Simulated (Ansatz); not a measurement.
Starting cell, CaF$_{2}$ (fluorite):

```xyz
6
Lattice="0.0000 5.4391 5.4391 2.7196 2.7196 5.4391 2.7196 2.7196 0.0000" Properties=species:S:1:pos:R:3 pbc="T T T"
Ca     0.0000     0.0000     0.0000
Ca     2.7196     5.4391     2.7196
F      1.3598     1.3598     1.3598
F      1.3598     4.0794     4.0794
F      4.0794     9.5185     9.5185
F      4.0794     6.7989     6.7989
```

The atoms are displaced by Q × the pattern below (from a DFPT mode at X = (0.5, 0.5, 0.0), largest move 1; Q in Å), at fixed cell. It is one choice among 2 degenerate patterns. (q is in reciprocal vectors of the primitive cell; the cell shown is doubled to hold the pattern.)

| atom | x | y | z |
|---|---|---|---|
| Ca1 | 0.235 | 0.000 | 0.000 |
| Ca2 | -0.235 | 0.000 | 0.000 |
| F3 | 0.000 | -1.000 | 0.000 |
| F4 | 0.000 | 1.000 | 0.000 |
| F5 | 0.000 | -1.000 | 0.000 |
| F6 | 0.000 | 1.000 | 0.000 |

Method: r2SCAN (plane waves to 500 eV, PAW, scalar-relativistic; Ansatz, a first-principles code). k mesh 11×11×11 (Γ-centred), Fermi-Dirac smearing 0.05 eV. The energy includes the smearing's −TS. Stress and pressure are positive under compression. CaF2 was relaxed with its symmetry unable to fall. ΔE is measured from the undisplaced structure.

```
Q (Å)   ΔE (eV/cell)  −dE/dQ from forces (eV/Å)  P (GPa)
------  ------------  -------------------------  -------
-0.180         0.592                      7.061     3.36
-0.150         0.402                      5.631     2.30
-0.120         0.253                      4.345     1.46
-0.090         0.140                      3.169     0.81
-0.060         0.062                      2.070     0.36
-0.030         0.015                      1.023     0.09
0.000          0.000                      0.000     0.00
0.030          0.015                     -1.023     0.09
0.060          0.062                     -2.070     0.36
0.090          0.140                     -3.169     0.81
0.120          0.253                     -4.345     1.46
0.150          0.402                     -5.631     2.30
0.180          0.592                     -7.061     3.36
```

Read from the data:

The energy at Q = 0.180 Å comes out as 592 meV/cell. Space group of the distorted cell: Cmcm (No. 63), lowered from Fm-3m. Symmetry of the curve: even: the same for both signs. Shape of the curve: a single well with its minimum at or next to zero displacement. Harmonic wavenumber from the curvature (finite differences): 339 cm⁻¹. Wavenumber by perturbation theory (DFPT, on another k mesh): 339 cm⁻¹.

(A displaced cell: forces are minus the slopes of the energy, force constants its curvatures, and phonons follow from these.)
